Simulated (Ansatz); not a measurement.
This script makes an all-electron equation of state of W, space group Fm-3m with Ansatz's Python interface.

The script, `eos_lapw_w.py`:
```python
# -*- coding: utf-8 -*-
"""All-electron equation of state of W."""

import ansatz as az
from ase.eos import EquationOfState
from ase.units import GPa
import numpy as np

OCCUPATIONS = "gaussian"
KGRID = (12, 12, 12)

VECTORS = np.array([
    [0.0, 2.03, 2.03],
    [2.03, 0.0, 2.03],
    [2.03, 2.03, 0.0],
])
SITES = [
    ("W", (0.0, 0.0, 0.0)),
]


def build(cell):
    crystal = az.Crystal(lattice=az.Lattice.of(cell))
    for symbol, position in SITES:
        crystal = crystal.atom(symbol, position)
    return crystal

volumes, energies = [], []
for scale in np.linspace(0.92, 1.08, 5):
    cell = VECTORS * scale ** (1 / 3)
    model = (
        build(cell).calculation()
        .occupations(OCCUPATIONS, width=50 * az.meV)
        .functional(az.Functional.PBE)
        .kpoints(*KGRID)
        .pseudopotentials("all_electron", lapw=True)
    )
    rep = model.run(threads=1).report
    volumes.append(abs(np.linalg.det(cell)) / len(SITES))
    energies.append(rep["free_energy_ev"] / len(SITES))
    print(f"{scale:.3f} {volumes[-1]:9.4f} A^3/atom {energies[-1]:16.5f} eV/atom  (estimated basis error {1000 * rep['lapw_basis_errors']['total_ev_per_atom']:.2f} meV/atom)")
v0, e0, bulk = EquationOfState(volumes, energies, eos="birchmurnaghan").fit()
print(f"V0 = {v0:.4f} A^3/atom, B0 = {bulk / GPa:.1f} GPa")
```

Its results, one of them left out:

| V (Å³/atom) | F less the lowest row shown (meV/atom) |
| --- | --- |
| 15.392 | ? |
| 16.062 | 1.96 |
| 16.731 | 0.00 |
| 17.400 | 41.43 |
| 18.069 | 118.87 |

What is the missing energy at 15.392 Å³ an atom?

A third-order Birch-Murnaghan fit, E = E0 + (9 V0 B0 / 16) [(t - 1)³ B' + (t - 1)² (6 - 4t)] with t = (V0/V)^(2/3), through the 4 rows shown gives V0 = 16.419 Å³, B0 = 277.2 GPa, B' = 3.60 and E0 = -4.99 meV. At V = 15.392 Å³, t = 1.04397, and the fit extrapolates to 56.26 meV. The run gave 57.34 meV, a miss of 1.08 meV.

What to keep in mind:
- For a metal this k-point mesh is coarse: on a finer one energies can move by several to tens of meV an atom and pressures by half a GPa or more, differences at one mesh by less.
- Spin-orbit coupling, which matters for elements this heavy, is left out.
- This isn't the structure that W takes at ambient conditions.
- Timing: 58 s on 1 thread of Arm Neoverse V1 (shared host), peak memory 0.4 GiB.
